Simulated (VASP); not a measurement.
# Sb (I4/mmm) in VASP: notebook

One crystal, Sb, is run at these levels: r2SCAN; tasks: single point.

Program: VASP 6.6.1. These are calculated values, not measurements. Logs are shortened: lines on timing, memory, paths and dates and some standing lists are left out, and cuts for length are marked.

### Step 1. The crystal as given

It takes space group I4/mmm (No. 139, tetragonal). Conventional cell: a = 3.153 Å, b = 3.153 Å, c = 5.424 Å, α = 90.00°, β = 90.00°, γ = 90.00°. Around Sb (site symmetry 4/mmm) lie 12 Sb at 3.15 to 3.51 Å.

This isn't the form of Sb at room conditions, which is rhombohedral.

### Step 2. Single point, r2SCAN

Contents of INCAR:

```
SYSTEM = Sb
PREC = Accurate
ENCUT = 500
EDIFF = 1E-6
ISMEAR = 0
SIGMA = 0.1
LREAL = .FALSE.
LASPH = .TRUE.
NELM = 100
ALGO = Normal
ISIF = 2
LWAVE = .FALSE.
LCHARG = .FALSE.
METAGGA = R2SCAN
LMIXTAU = .TRUE.
ADDGRID = .FALSE.
```

Contents of KPOINTS:

```
regular mesh
0
G
  13 13 13
  0 0 0
```

Contents of POSCAR:

```
Sb
1.0
   -1.5765401831      1.5765401831      2.7119384313
    1.5765401831     -1.5765401831      2.7119384313
    1.5765401831      1.5765401831     -2.7119384313
Sb
1
Direct
    0.0000000000      0.0000000000      0.0000000000
```

Potentials or basis: VASP PAW PBE potentials, release 64 (Sb).

Run with:

```console
> cat potpaw_PBE.64/Sb/POTCAR > POTCAR
> mpirun -np 1 vasp_std > vasp.out
```

OUTCAR:

```text
SYSTEM = Sb
   PREC = Accurate
   ENCUT = 500
   EDIFF = 1E-6
   ISMEAR = 0
   LREAL = .FALSE.
   LASPH = .TRUE.
   NELM = 100
   ISIF = 2
   METAGGA = R2SCAN

 Found    196 irreducible k-points:

 Following reciprocal coordinates:
            Coordinates               Weight
  0.000000  0.000000  0.000000      1.000000
  0.076923  0.000000 -0.000000      8.000000
  0.153846  0.000000 -0.000000      8.000000
  0.230769  0.000000 -0.000000      8.000000
  0.307692  0.000000 -0.000000      8.000000
  0.384615  0.000000 -0.000000      8.000000
   k-points           NKPTS =    196   k-points in BZ     NKDIM =    196   number of bands    NBANDS=      6
   number of dos      NEDOS =    301   number of ions     NIONS =      1
   total plane-waves  NPLWV =  21952
   dimension x,y,z NGX =    28 NGY =   28 NGZ =   28
   dimension x,y,z NGXF=    56 NGYF=   56 NGZF=   56
   ions per type =               1
   NGX,Y,Z   is equivalent  to a cutoff of  13.26, 13.26, 13.26 a.u.
   NGXF,Y,Z  is equivalent  to a cutoff of  26.52, 26.52, 26.52 a.u.
 SYSTEM =  Sb
   PREC   = accura    normal or accurate (medium, high low for compatibility)
   ISTART =      0    job   : 0-new  1-cont  2-samecut
   ICHARG =      2    charge: 1-file 2-atom 10-const
   ISPIN  =      1    spin polarized calculation?
   LNONCOLLINEAR =      F non collinear calculations
   LSORBIT =      F    spin-orbit coupling
   LASPH  =      T    aspherical Exc in radial PAW
   ENCUT  =  500.0 eV  36.75 Ry    6.06 a.u.   6.40  6.40  6.40*2*pi/ulx,y,z
   NELM   =    100;   NELMIN=  2; NELMDL= -5     # of ELM steps
   EDIFF  = 0.1E-05   stopping-criterion for ELM
   LREAL  =      F    real-space projection
   EDIFFG = 0.1E-04   stopping-criterion for IOM
   NSW    =      0    number of steps for IOM
   IBRION =     -1    ionic relax: 0-MD 1-quasi-New 2-CG
   NFREE  =      0    steps in history (QN), initial steepest desc. (CG)
   ISIF   =      2    stress and relaxation
   ISYM   =      2    0-nonsym 1-usesym 2-fastsym
   POTIM  = 0.5000    time-step for ionic-motion
   TEBEG  =    0.0;   TEEND  =   0.0 temperature during run
   PSTRESS=    0.0 pullay stress
   NELECT =       5.0000    total number of electrons
   NUPDOWN=      -1.0000    fix difference up-down
   EMIN   =  10.00;   EMAX   =-10.00  energy-range for DOS
   EFERMI =   0.00;   METHOD = LEGACY
   ISMEAR =     0;   SIGMA  =   0.10  broadening in eV -4-tet -1-fermi 0-gaus
   EFERMI_NEDOS =   21; number of points for ismear=-14 and -15
   IALGO  =     38    algorithm
   IMIX   =      4    mixing-type and parameters
     AMIX     =   0.40;   BMIX     =  1.00
     AMIX_MAG =   1.60;   BMIX_MAG =  1.00
  volume/ion in A,a.u.               =      26.96       181.95
  Fermi-wavevector in a.u.,A,eV,Ry     =   0.933573  1.764197 11.858269  0.871558
  Thomas-Fermi vector in A             =   2.060288
   LORBIT       =      0    0 simple, 1 ext, 2 COOP (PROOUT), +10 PAW based schemes
   METAGGA = R2SCAN    functional components
   LHFCALC =     F    Hartree Fock is set to
   AEXX    =    0.0000 exact exchange contribution
   IVDW    =     0    specifies the selected vdW correction
   LEPSILON=     F    determine dielectric tensor
   LRPA    =     F    only Hartree local field effects (RPA)
 non-spin polarized calculation
 Gauss-broadening in eV      SIGMA  =   0.10
  energy-cutoff  :      500.00
  volume of cell :       26.96
 maximum number of plane-waves:       702
 NGX is ok and might be reduce to    28
   NGX = 13   NGY = 13   NGZ = 13

 number of electron       5.0000000 magnetization

 Free energy of the ion-electron system (eV)
  ---------------------------------------------------
  ext. energy  EPLUGINS =         0.00000000
  ---------------------------------------------------
  free energy    TOTEN  =       -25.27019407 eV

  energy without entropy =      -25.26757554  energy(sigma->0) =      -25.26888481

 E-fermi :   8.4833     XC(G=0): -10.7837

 val. band max:        8.4643901855   @ k =  -0.3846   0.3846   0.0769
 cond. band min:       8.4852230751   @ k =  -0.3077  -0.3846   0.2308
 fundamental gap:      0.0208328897
 Fermi energy:         8.4832837600

 k-point     1 :       0.0000    0.0000    0.0000
  band No.  band energies     occupation
      1      -5.1273      2.00000
      2      13.3280      0.00000
      3      14.2055      0.00000
      4      14.2055      0.00000
      5      18.1783      0.00000
      6      19.6807      0.00000

 k-point     2 :       0.0769    0.0000   -0.0000
  band No.  band energies     occupation
      1      -5.0015      2.00000
      2      12.7589      0.00000
      3      13.3542      0.00000
      4      14.1772      0.00000
      5      18.2554      0.00000
      6      18.6260      0.00000

 k-point     3 :       0.1538    0.0000   -0.0000
  band No.  band energies     occupation
      1      -4.6256      2.00000
      2      10.6837      0.00000
      3      12.5111      0.00000
      4      14.1167      0.00000
      5      17.1818      0.00000
      6      18.5738      0.00000

 k-point     4 :       0.2308    0.0000   -0.0000
  band No.  band energies     occupation
      1      -4.0057      2.00000
      2       8.2927      1.99298
      3      11.7276      0.00000
      4      14.0713      0.00000
      5      16.3109      0.00000
      6      18.4571      0.00000

 k-point     5 :       0.3077    0.0000   -0.0000
  band No.  band energies     occupation
      1      -3.1594      2.00000
      2       6.0112      2.00000
      3      11.0536      0.00000
      4      14.0695      0.00000
      5      15.6721      0.00000
      6      18.4944      0.00000

 k-point     6 :       0.3846    0.0000   -0.0000
  band No.  band energies     occupation
      1      -2.1460      2.00000
      2       4.0062      2.00000
      3      10.5692      0.00000
      4      14.1043      0.00000
      5      15.2523      0.00000
      6      18.7187      0.00000

 [... further k-points ...]

------------------------ aborting loop because EDIFF is reached ----------------------------------------

  FORCE on cell =-STRESS in cart. coord.  units (eV):
  Direction    XX          YY          ZZ          XY          YZ          ZX
  --------------------------------------------------------------------------------------
  -------------------------------------------------------------------------------------
  Total        0.1913235      0.1913235      0.2535991      0.0000000      0.0000000      0.0000000
  in kB       11.3691764     11.3691764     15.0698319      0.0000000      0.0000000      0.0000000
  external PRESSURE =      12.6027282 kB  Pullay stress =       0.0000000 kB

 VOLUME and BASIS-vectors are now :
 -----------------------------------------------------------------------------
  energy-cutoff  :      500.00
  volume of cell :       26.96
      direct lattice vectors                 reciprocal lattice vectors
    -1.576540183  1.576540183  2.711938431     0.000000000  0.317150178  0.184369967
     1.576540183 -1.576540183  2.711938431     0.317150178  0.000000000  0.184369967
     1.576540183  1.576540183 -2.711938431     0.317150178  0.317150178  0.000000000

 POSITION                                       TOTAL-FORCE (eV/Angst)
 -----------------------------------------------------------------------------------
      0.00000      0.00000      0.00000        -0.000000     -0.000000     -0.000000
 -----------------------------------------------------------------------------------
    total drift:                                0.000000      0.000000      0.000000

  FREE ENERGIE OF THE ION-ELECTRON SYSTEM (eV)
  ---------------------------------------------------
  free  energy   TOTEN  =       -25.2701940721 eV

  energy  without entropy=      -25.2675755438  energy(sigma->0) =      -25.26888481
```

It took 74 s on 1 thread of Intel Xeon 6975P-C (Granite Rapids), shared host; peak memory 0.19 GiB.

These settings aren't checked as converged: the numbers below hold their error.

Results:

* Free energy: -25.2702 eV
* Pressure: 1.3 GPa
* Band gap on the k mesh: none (metal or under the smearing width)

Caveat: the PAW data sets were made with another functional, which shifts forces and pressure a little.

[end of part 1 of 2]
